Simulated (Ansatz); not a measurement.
What internal relaxation does to the elastic constants of TiCo2

All numbers below come from Ansatz 0.2.0, DFT PBEsol, scalar-relativistic, plane waves, PAW. Plane waves to 420 eV; Γ-centred k mesh 10×10×10; Fermi-Dirac smearing of 0.15 eV. No spin polarisation.

The cell, relaxed at this level:
```yaml
crystal:
  lattice:
    - [0.00000, 3.28071, 3.28071]
    - [3.28071, 0.00000, 3.28071]
    - [3.28071, 3.28071, 0.00000]
  atoms:
    - { symbol: Ti, position: [0.50000, 0.50000, 0.50000] }
    - { symbol: Ti, position: [0.75000, 0.75000, 0.75000] }
    - { symbol: Co, position: [0.12500, 0.12500, 0.12500] }
    - { symbol: Co, position: [0.62500, 0.12500, 0.12500] }
    - { symbol: Co, position: [0.12500, 0.12500, 0.62500] }
    - { symbol: Co, position: [0.12500, 0.62500, 0.12500] }
```

In a metal, frequencies and elastic constants depend on the k mesh and the smearing, soft modes and shear constants most. Spin polarisation was left out, and a magnetic state may lie lower.

Clamped-ion constants (GPa, Voigt order; atoms follow the strain homogeneously):
C11 = 348.6, C12 = 165.9, C13 = 165.9, C22 = 348.6, C23 = 165.9, C33 = 348.6, C44 = 137.7, C55 = 137.7, C66 = 137.7 GPa; the others vanish.

**Question.** What are the constants once the atoms relax in each strained cell?

**Answer.**
```
348.6 165.9 165.9   0.0   0.0   0.0
165.9 348.6 165.9   0.0   0.0   0.0
165.9 165.9 348.6   0.0   0.0   0.0
  0.0   0.0   0.0 134.0   0.0   0.0
  0.0   0.0   0.0   0.0 134.0   0.0
  0.0   0.0   0.0   0.0   0.0 134.0
```
The Voigt shear modulus goes from 119.1 to 116.9 GPa and the Voigt bulk modulus doesn't change. Relaxation subtracts ΛᵀK⁻¹Λ/V, with Λ the forces that a strain puts on the atoms and K the zone-centre force constants. At a stable cell this can only lower the diagonal constants, and it acts only for strains that share their symmetry with an optical mode; elsewhere, and where the coupling is weak, the constants hardly move.

Cost: 2 runs of about 6.8 core-minutes in all, on Arm Neoverse V2, Oxide Virtual Turin-like Processor (Zen 5) (shared hosts).